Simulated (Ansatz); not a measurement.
**From the elastic tensor of Ru at 8 GPa (stress–strain coefficients) to moduli and sound speeds**

These are results of DFT PBEsol, scalar-relativistic, plane waves, PAW (Ansatz 0.2.0), not measurements. Plane waves to 420 eV; Γ-centred k mesh 18×18×10; Fermi-Dirac smearing of 0.15 eV. No spin polarisation.

The structure is hexagonal, space group P6_3/mmc (No. 194). Conventional cell: a = 2.671 Å, b = 2.671 Å, c = 4.223 Å, α = 90.00°, β = 90.00°, γ = 120.00°. Ru (site symmetry -6m2) has 12 Ru at 2.61 to 2.67 Å as nearest neighbours.

In a metal, frequencies and elastic constants depend on the k mesh and the smearing, soft modes and shear constants most.

Relaxed-ion constants (GPa, on the Cartesian axes of the calculation):
C11 = 681.0, C12 = 229.3, C13 = 214.7, C22 = 681.0, C23 = 214.7, C33 = 762.2, C44 = 215.0, C55 = 215.0, C66 = 225.8 GPa; the others vanish.

Density 12.863 g/cm³; 2 atoms in 26.09 Å³.

The values that follow are for a polycrystal of randomly turned grains, by Hill's mean where one number stands.

With S = C⁻¹: B_V = (C11+C22+C33+2(C12+C13+C23))/9, G_V = (C11+C22+C33−C12−C13−C23+3(C44+C55+C66))/15, 1/B_R = S11+S22+S33+2(S12+S13+S23), 15/G_R = 4(S11+S22+S33−S12−S13−S23)+3(S44+S55+S66); Hill is their mean. Then v_l = √((B+4G/3)/ρ), v_t = √(G/ρ), v_m = [(2/v_t³+1/v_l³)/3]^(−1/3) and Θ = (ħ/k_B)·v_m·(6π²n/V)^(1/3) for n atoms in the volume V; E = 9BG/(3B+G), ν = (3B−2G)/(2(3B+G)) and A^U = 5G_V/G_R + B_V/B_R − 6.

```json
{
 "Bulk modulus, Voigt / Reuss / Hill": "382.4 / 381.8 / 382.1 GPa",
 "Shear modulus, Voigt / Reuss / Hill": "228.9 / 227.6 / 228.2 GPa",
 "Young's modulus": "571 GPa",
 "Poisson ratio": "0.251",
 "Pugh ratio B/G": "1.67",
 "Universal anisotropy index": "0.03",
 "Longitudinal and transverse sound speeds": "7305 and 4212 m/s",
 "Debye temperature from the mean sound speed": "591 K"
}
```

Cost: 1 run of about 2.9 core-minutes, on AMD EPYC 9R45 (Zen 5) (shared hosts).

Ruthenium at this pressure is very stiff in both compression and shear, and nearly isotropic elastically. The textbook reason is the roughly half-filled 4d band: mostly bonding states are occupied, giving strong cohesion, while the angular character of the d bonds resists shear. The remaining anisotropy favours the c axis, with C33 above C11. This fits an axial ratio below the ideal hard-sphere value, which makes the out-of-plane contacts the shorter ones. The constants also imply a slightly smaller linear compressibility along c than in the basal plane, so c/a should rise weakly on further hydrostatic compression.

The near-equalities of C13 with C44 and of C12 with C66, like the Poisson ratio of 0.251, might suggest central forces. They don't establish them, because pressure shifts the Cauchy relations for stress–strain coefficients and internal relaxation can break them in hcp. The tensor satisfies the hexagonal stability conditions against small homogeneous strains, but this doesn't exclude phonon instabilities at finite wavevector.
